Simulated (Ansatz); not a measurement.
# Relaxing Mg₂Ge

The calculation used DFT r2SCAN, scalar-relativistic, plane waves, PAW (Ansatz).

The start is a database structure of Mg₂Ge, space group Fm-3m (No. 225).

Input of the last, converged step (default PAW datasets):

```yaml
crystal:
  lattice:
    - [0.0, 3.189, 3.189]
    - [3.189, 0.0, 3.189]
    - [3.189, 3.189, 0.0]
  atoms:
    - { symbol: Mg, position: [0.25, 0.25, 0.25] }
    - { symbol: Mg, position: [0.75, 0.75, 0.75] }
    - { symbol: Ge, position: [0.0, 0.0, 0.0] }
basis:
  ecutwfc: 500
kpoints:
  mp_grid: { grid: [10, 10, 10] }
hamiltonian:
  xc: r2scan
scf:
  occupations: { method: gaussian, width: 0.02 }
output:
  forces: true
  stress: true
  eigenvalues: true
relax:
  adjacent_minimum: "off"
  f_tol: 0.01
  max_steps: 80
  cell: { stress_tol: 0.05 }
```

Launched as:

```bash
ansatz run input.yaml --threads 1 --pin off --max-ram 2560MiB --backend cpu --events-out ev --progress --plain --runs-dir out
```

Time: 31 s on 1 thread of Arm Neoverse V2 (shared host), peak memory 0.58 GiB.

End of the output:

```
SCF converged after 4 iterations
Free energy (F): -8156.774806 eV
Harris-Foulkes:  -8156.774806 eV  (|F-HF|=3.64e-12)
Internal energy: -8156.774806 eV  (E = F + TS)
E sigma→0 (E₀):  -8156.774806 eV
Fermi energy:    7.063910 eV
--- Per-component energies (eV) ---
  E_band       = -885.889455
  E_kinetic    = 262.524185
  E_local      = -5734.343455  (includes V_loc(G=0)·N_el)
  E_nonlocal   = 611.233766
  E_hartree    = 2262.930125
  E_xc         = -123.871182
  E_vxc        = -147.197103  (∫ρ·V_xc dr)
  E_paw        = -2626.755397  (= ΣΔE_a)
  E_vpaw       = -412.879168  (= ΣTr[D̂ρ^β])
  E_aug_tail   = 0.000019  (compensation charges beyond the density's cutoff)
  E_vtau       = 8.911993  (kinetic-family band-sum trace: ∫τ·v_τ [+ j·A + Jᵃ·Aᵃ] dr)
  E_ewald      = -2807.354684
  E_core_change = -1.138182  (= ΣΔE_core)
  E_smearing   =  0.000000  (= −TS)
  E_closure    =  0.000000  (closes the sum)
  Σ components = -8156.774806   (vs F -8156.774806, Δ=0.00e0)
--- Forces (eV/Å), atoms counted from 1 ---
  atom   1  Mg     0.00000000     0.00000000     0.00000000
  atom   2  Mg     0.00000000     0.00000000     0.00000000
  atom   3  Ge     0.00000000     0.00000000     0.00000000
  max |Σ_I F_I| component: 4.63e-17 eV/Å
--- Stress (GPa, compression-positive) ---
       -0.000595       0.000000       0.000000
        0.000000      -0.000595       0.000000
        0.000000       0.000000      -0.000595
  P = ⅓ Tr σ = -0.0006 GPa (-0.006 kbar)
--- Relaxed structure (3 steps of the walk, 3 accepted, 1 SCFs on fresh bases) ---
  F+E_penalty+E_count = -8156.77480561 eV   max|allowed force component| = 4.934e-17 eV/Å   (the final SCF, on the basis selected at the relaxed cell)
  cell:  # Å, volume = 64.5287 Å³
    - [0.000000, 3.183520, 3.183520]
    - [3.183520, 0.000000, 3.183520]
    - [3.183520, 3.183520, 0.000000]
  atoms:
    - { symbol: Mg, position: [0.250000, 0.250000, 0.250000] }
    - { symbol: Mg, position: [0.75, 0.75, 0.75] }
    - { symbol: Ge, position: [0.000000, 0.000000, 0.000000] }
```

Total energies depend on the potentials used, so only differences within one code and one set of settings carry meaning.

The result has space group Fm-3m (No. 225). Mg is coordinated by 4 Ge at 2.76 Å and 6 Mg at 3.18 Å; Ge has 8 Mg at 2.76 Å.

Against the elements it lies at -0.354 eV/atom. Formation energies are uncorrected and refer to the elements' standard structures at the same level.

Symmetry constrained the relaxation, so the result can be a saddle point.